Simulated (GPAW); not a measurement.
A calculation with GPAW 26.7.0 of Ge (ASE script, structure typed inline):

run.py

```python
import numpy as np
from ase import Atoms
from ase.dft.bandgap import bandgap
from ase.io import write
from gpaw import GPAW, PW, setup_paths
from gpaw.response.df import DielectricFunction

setup_paths.insert(0, '.')

atoms = Atoms(['Ge', 'Ge'],
              cell=[[0.0, 2.82891, 2.82891],
                    [2.82891, 0.0, 2.82891],
                    [2.82891, 2.82891, 0.0]],
              scaled_positions=[[0.75, 0.75, 0.75],
                                [0.5, 0.5, 0.5]],
              pbc=True)

calc = GPAW(mode=PW(450),
            xc='AM05',
            kpts={'size': (7, 7, 7), 'gamma': True},
            occupations={'name': 'fermi-dirac', 'width': 0.001},
            nbands=11,
            convergence={'density': 1e-06},
            maxiter=150,
            txt='gpaw.txt')
atoms.calc = calc
energy = atoms.get_potential_energy()
calc.write('gs.gpw')
write('result.traj', atoms)
print(f'Energy: {energy:.6f} eV')
print('Fermi level:', round(calc.get_fermi_level(), 4), 'eV')
print(f'Gap: {bandgap(calc)[0]:.4f} eV, direct: {bandgap(calc, direct=True)[0]:.4f} eV')

for size in [(21, 21, 21)]:
    name = 'x'.join(str(n) for n in size)
    dense = calc.fixed_density(kpts={'size': size, 'gamma': True},
                               nbands=30, convergence={'bands': 24, 'eigenstates': 1e-7},
                               update_fermi_level=True, txt=f'dense-{name}.txt')
    dense.write(f'{name}.gpw', mode='all')
    df = DielectricFunction(f'{name}.gpw', frequencies=np.array([0.0]), hilbert=False, eta=0.001,
                            ecut=80, nbands=24, intraband=False, txt=f'df-{name}.txt')
    for xc in ['RPA']:
        for direction in ['x', 'y', 'z', [0, 1, 1], [1, 0, 1], [1, 1, 0]]:
            e0, e = df.get_macroscopic_dielectric_constant(xc=xc, direction=direction)
            print(f'{name} {xc} {direction}: {e0:.4f} without, {e:.4f} with local fields')
```

Potentials or basis: PAW data sets generated in the run's folder for this functional, pw.

Launch:

```console
$ gpaw-setup -f AM05 Ge
$ OMP_NUM_THREADS=1 python run.py
```

Write the same calculation in another form: ASE script, Cartesian positions.

As run:

File run.py:

```python
import numpy as np
from ase.dft.bandgap import bandgap
from ase.io import read, write
from gpaw import GPAW, PW, setup_paths
from gpaw.response.df import DielectricFunction

setup_paths.insert(0, '.')

atoms = read('Ge.xyz')

calc = GPAW(mode=PW(450),
            xc='AM05',
            kpts={'size': (7, 7, 7), 'gamma': True},
            occupations={'name': 'fermi-dirac', 'width': 0.001},
            nbands=11,
            convergence={'density': 1e-06},
            maxiter=150,
            txt='gpaw.txt')
atoms.calc = calc
energy = atoms.get_potential_energy()
calc.write('gs.gpw')
write('result.traj', atoms)
print(f'Energy: {energy:.6f} eV')
print('Fermi level:', round(calc.get_fermi_level(), 4), 'eV')
print(f'Gap: {bandgap(calc)[0]:.4f} eV, direct: {bandgap(calc, direct=True)[0]:.4f} eV')

for size in [(21, 21, 21)]:
    name = 'x'.join(str(n) for n in size)
    dense = calc.fixed_density(kpts={'size': size, 'gamma': True},
                               nbands=30, convergence={'bands': 24, 'eigenstates': 1e-7},
                               update_fermi_level=True, txt=f'dense-{name}.txt')
    dense.write(f'{name}.gpw', mode='all')
    df = DielectricFunction(f'{name}.gpw', frequencies=np.array([0.0]), hilbert=False, eta=0.001,
                            ecut=80, nbands=24, intraband=False, txt=f'df-{name}.txt')
    for xc in ['RPA']:
        for direction in ['x', 'y', 'z', [0, 1, 1], [1, 0, 1], [1, 1, 0]]:
            e0, e = df.get_macroscopic_dielectric_constant(xc=xc, direction=direction)
            print(f'{name} {xc} {direction}: {e0:.4f} without, {e:.4f} with local fields')
```

Ge.xyz

```xyz
2
Lattice="0.0000000000 2.8289100000 2.8289100000 2.8289100000 0.0000000000 2.8289100000 2.8289100000 2.8289100000 0.0000000000" Properties=species:S:1:pos:R:3 pbc="T T T"
Ge     4.2433650000      4.2433650000      4.2433650000
Ge     2.8289100000      2.8289100000      2.8289100000
```

Potentials or basis: PAW data sets generated in the run's folder for this functional, pw.

Command:

```sh
$ gpaw-setup -f AM05 Ge
$ OMP_NUM_THREADS=1 python run.py
```

Both were run:

|  | ASE script, structure typed inline | ASE script, Cartesian positions |
| --- | --- | --- |
| Band gap on the k mesh | 0.08 eV, direct | 0.08 eV, direct |
| Electronic dielectric tensor (diagonal) | 234.54 | 234.54 |

Keys that steer only the numerical path or the files written may differ.

Caveat: the gap is small at this level, which inflates the dielectric constant; the long-wavelength limit can be off by a per cent or two; an odd mesh through Γ misses points on the zone boundary, where band edges often lie.
